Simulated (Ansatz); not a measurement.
# Mo: generalised stacking fault

The calculation used DFT PBEsol, scalar-relativistic, plane waves, PAW in Ansatz. Settings: plane waves to 420 eV, k-mesh 18×18×6 (Γ-centred), Gaussian smearing 0.15 eV. No spin polarisation. Energies are free energies at this smearing, counted from the undisturbed cell; pressure is positive in compression.

The undisturbed cell (as given, not relaxed at this level; it stands at -3.2 GPa):

```yaml
crystal:
  lattice:
    - [-1.57100, 1.57100, -1.57100]
    - [-1.57100, -1.57100, 1.57100]
    - [0.00000, 6.28400, 6.28400]
  atoms:
    - { symbol: Mo, position: [0.00000, 0.00000, 0.87500] }
    - { symbol: Mo, position: [0.50000, 0.50000, 0.12500] }
    - { symbol: Mo, position: [0.00000, 0.00000, 0.37500] }
    - { symbol: Mo, position: [0.50000, 0.50000, 0.62500] }
```

The cut lies on the cell's a–b face, a (0 1 1) plane (indices in the standard cell, whose axes needn't be the Cartesian ones shown) of area 6.98 Å², between layers 2.22 Å apart. Vector c is tilted by f times 1·a + 1·b (length 3.142 Å) with the atoms' Cartesian places fixed: one unrelaxed fault a cell. The cell is metallic on the mesh throughout.

Problem. Over the sampled range (0.0000 to 0.5000), is the undisturbed cell the lowest point?

Solution. Yes, every other sampled point lies higher.

The scan:

| f | γ (mJ/m²) |
| --- | --- |
| 0.0000 | 0 |
| 0.1000 | 246 |
| 0.2000 | 982 |
| 0.3000 | 2080 |
| 0.4000 | 3067 |
| 0.5000 | 3436 |